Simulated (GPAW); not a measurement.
A run of GPAW 26.7.0:

The input run.py:

```python
import numpy as np
from ase.dft.bandgap import bandgap
from ase.io import read, write
from ase.units import GPa
from gpaw import GPAW, PW
from gpaw.spinorbit import soc_eigenstates

atoms = read('CdSe.xyz')

calc = GPAW(mode=PW(600),
            xc='mBEEF',
            kpts={'size': (6, 6, 6), 'gamma': True},
            occupations={'name': 'fermi-dirac', 'width': 0.05},
            nbands=18,
            convergence={'density': 1e-05, 'energy': 1e-05},
            maxiter=150,
            txt='gpaw.txt')
atoms.calc = calc
energy = atoms.get_potential_energy()
forces = atoms.get_forces()
stress = atoms.get_stress()
calc.write('gs.gpw')
write('result.traj', atoms)
print(f'Energy: {energy:.6f} eV')
print('Forces (eV/A):')
print(forces.round(4))
print('Stress (GPa):', (stress / GPa).round(3))
print('Fermi level:', round(calc.get_fermi_level(), 4), 'eV')
print(f'Gap: {bandgap(calc)[0]:.4f} eV, direct: {bandgap(calc, direct=True)[0]:.4f} eV')

path = atoms.cell.bandpath('GXWKGLUWLK,UX', npoints=60, eps=1e-4)
bs_calc = calc.fixed_density(kpts=path, symmetry='off', nbands=30,
                             convergence={'bands': 'CBM+6.0', 'eigenstates': 1e-6}, txt='bands.txt')
bs = bs_calc.band_structure()
bs.write('bs.json')
print(f'Gap on the path: {bandgap(bs_calc)[0]:.4f} eV')

soc = soc_eigenstates(bs_calc, theta=0, phi=0, ignore_xc_potential=True)
np.savetxt('soc_bands.dat', soc.eigenvalues(), fmt='%.4f')
mesh = soc_eigenstates('gs.gpw', theta=0, phi=0, ignore_xc_potential=True)
np.savetxt('soc_mesh.dat', mesh.eigenvalues(), fmt='%.4f')
print('Fermi level with spin-orbit coupling:', round(mesh.fermi_level, 4), 'eV')
```

The input CdSe.xyz:

```xyz
2
Lattice="0.0000000000 3.0702711986 3.0702711986 3.0702711986 0.0000000000 3.0702711986 3.0702711986 3.0702711986 0.0000000000" Properties=species:S:1:pos:R:3 pbc="T T T"
Cd     0.0000000000      0.0000000000      0.0000000000
Se     1.5351355993      1.5351355993      1.5351355993
```

Potentials or basis: GPAW PAW data sets (gpaw-data 1.2.1), pw.

Launch:

```bash
$ OMP_NUM_THREADS=1 python run.py
```

Hardware: 1 thread of Arm Neoverse V1 (shared host).

Task: How long does it take, and how much memory?

Result: It took 120 s on 1 thread of Arm Neoverse V1, on a shared host, peak memory 0.4 GiB. Counts: scf iterations 17, plane waves 1964, bands 18, k points 16.
